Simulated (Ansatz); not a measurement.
Stiffness of NbC from strained cells

```xyz
2
Lattice="0.0000 2.2000 2.2000 2.2000 0.0000 2.2000 2.2000 2.2000 0.0000" Properties=species:S:1:pos:R:3 pbc="T T T"
Nb    0.0000    0.0000    0.0000
C     2.2000    2.2000    2.2000
```

Atoms are numbered in the order listed.

Conventional cell: a = 4.400 Å, b = 4.400 Å, c = 4.400 Å, α = 90.00°, β = 90.00°, γ = 90.00°. Around Nb (atom 1) lie 6 C at 2.20 Å. C (atom 2) has 6 Nb at 2.20 Å as nearest neighbours.

The geometry is COD entry 1011323, unchecked; take it as a test cell. It is an old determination, and later ones may differ.

Spin polarisation is left out, and whether a magnetic state lies lower isn't shown here.

The calculation used DFT, PBE, all-electron LAPW, scalar-relativistic in Ansatz 0.2.0.

The runs use a Γ-centred 14×14×14 k mesh, Fermi–Dirac smearing of 0.05 eV, basis error target 1 meV/atom, no spin polarisation.

The unstrained cell is at 19.44 GPa. Large strains and very small stresses are left out. Each strain is applied once, with fractional coordinates held (clamped ions), and σ below is the change of stress, positive in tension. One finite strain gives stress–strain coefficients at this pressure with an error of the order of the strain times third-order constants, a few per cent for each per cent of strain. In a metal the k mesh adds noise of tens of per cent to soft shears.

Problem. With x and y strained by -1.5 %, z held, the run gives σxx = -16.17 GPa, σzz = -4.70 GPa and εxx = εyy = -0.0150. Which stiffness follows?

Solution. C12 = σzz/(2εxx) = 157 GPa and C11 + C12 = σxx/εxx = 1078 GPa.

Problem. Estimate the stiffness probed by this change, and the stress that it gives: xy engineering shear strain of -1 %.

Solution. σxy = -1.79 GPa and γxy = 2εxy = -0.0100, so C44 (clamped ions) = σxy/γxy = 179 GPa.

Problem. What do those two numbers (x and y strained by -1.5 %, z held) give for C11, and is the cell stable to tetragonal shear?

Solution. C11 = 1078 − 157 = 921 GPa and C11 − C12 = 764 GPa: positive, so stable to it.
